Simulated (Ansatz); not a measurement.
Clean, relaxed (101) surface of Sn, space group I4/mmm (No. 139) (top face towards +c; atoms held fixed, by place in the list: 1):

```yaml
crystal:
  lattice:
    - [3.23465, 0.00000, 0.00000]
    - [-1.61733, 3.00604, 0.00000]
    - [0.00000, 0.00000, 22.45316]
  atoms:
    - { symbol: Sn, position: [0.28947, 0.57894, 0.37857] }
    - { symbol: Sn, position: [0.60681, 0.21362, 0.49320] }
    - { symbol: Sn, position: [0.92360, 0.84720, 0.60787] }
```

All numbers below come from Ansatz, DFT PBEsol, scalar-relativistic, plane waves, PAW. Settings: cutoff 420 eV, Γ-centred mesh 10×10×1 on the computed 3-atom cell, Gaussian smearing of 0.10 eV; no spin polarisation. The cell repeats along c with a dipole correction in the vacuum.

O (atom) is adsorbed on the top face, one adsorbate per 9.7 Å², and relaxed from 3 starting sites (fractions of a and b). E_ads counts from the clean slab and the free adsorbate (spin-polarised where it has unpaired electrons); negative means bound. Heights count from the highest slab atom after relaxation. Δφ is the top face's. Δp counts per cell along +c. Bonded neighbours lie within 1.25 times the sum of covalent radii (1.35 for H) and, on that scale, within 12 % of the closest. With the adsorbate the cell is lengthened along c to keep the vacuum.

| start | ends at | E_ads (eV) | height (Å) | shortest contact | Δφ (eV) | Δp (e·Å) |
| --- | --- | --- | --- | --- | --- | --- |
| top (Sn) at (0.92, 0.85) | (0.15, 0.30), 3 bonded neighbours (Sn), largest slab move 0.8 Å | -5.59 | 0.95 | O–Sn 2.14 Å | +1.45 | -0.072 |
| hollow (Sn-Sn-Sn) at (0.26, 0.51) | (0.16, 0.32), 3 bonded neighbours (Sn), largest slab move 0.7 Å | -5.59 | 0.95 | O–Sn 2.14 Å | +1.44 | -0.072 |
| bridge (Sn-Sn) at (0.42, 0.85) | (0.17, 0.34), 3 bonded neighbours (Sn), largest slab move 0.7 Å | -5.59 | 0.95 | O–Sn 2.14 Å | +1.46 | -0.072 |

Among the sites tried, the lowest end comes from the bridge (Sn-Sn) at (0.42, 0.85) start; the top (Sn) at (0.92, 0.85) and the hollow (Sn-Sn-Sn) at (0.26, 0.51) starts ended within 0.02 eV of it, though not always at the same place; other sites may lie lower.

Each end is the local minimum or symmetric point that its start leads to. The slab is only 5.5 Å thick, so the energies aren't converged with thickness.

For at least one of the starts the bottom face's work function also shifts by over 0.1 eV: the slab is too thin to screen the adsorbate, so the work functions aren't converged with thickness.

The reference crystal is a form of Sn, which isn't its usual structure.